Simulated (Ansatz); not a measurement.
# Se under changes of volume

One of the cells (27.261 Å³/atom); the others are scaled copies at fixed shape and fractional positions:

```
Se
1.0
     4.36620    0.00000    0.00000
    -2.18310    3.78124    0.00000
     0.00000    0.00000    4.95360
Se
3
Direct
  0.77460 0.77460 0.00000
  0.00000 0.22540 0.66667
  0.22540 0.00000 0.33333
```

* Program: Ansatz 0.2.0
* Functional: PBEsol
* Potentials or basis: all-electron LAPW, scalar-relativistic
* Cutoff: 326 eV (chosen from the basis error)
* Basis error allowed: 0.001 eV/atom
* k mesh: 7 × 7 × 6
* Occupations: fermi-dirac, width 0.05 eV
* Spin: no spin polarisation

```tsv
volume (Å³/atom)	energy over the lowest point (meV/atom)	pressure (GPa)	gap on the mesh (eV)	largest force (eV/Å)
25.625	21.16	4.2	1.08	0.978
26.170	?	?	?	?
26.716	2.55	1.4	1.13	0.498
27.261	0.00	0.2	1.14	0.283
27.806	1.32	-0.9	1.16	0.082
28.351	6.12	-1.9	1.15	0.105
28.896	14.05	-2.8	1.13	0.280
```

**Question.** What does the run at 26.170 Å³/atom give?

**Answer.** Energy over the lowest point 9.46 meV/atom; pressure 2.7 GPa; gap on the mesh 1.10 eV; largest force 0.729 eV/Å.

Worked out: A Birch-Murnaghan fit of order 3 (a polynomial in V^(-2/3)) to the other rows has its minimum at 27.34 Å³/atom with B0 = V·E''(V) = 56 GPa and B' = 4.4 at fixed shape and positions, which overstates the stiffness. It gives 9.45 meV/atom at 26.170 Å³/atom, against the run's 9.46, and -dE/dV = 2.7 GPa, against 2.7. A parabola through the other rows of the gap, of slope 1.33 eV per unit of ln V there, gives 1.11 eV, against the run's 1.10.

Energies are extrapolated to zero smearing.

Caveats: an odd mesh through Γ misses points on the zone boundary, where band edges often lie. Spin-orbit coupling on Se is left out.
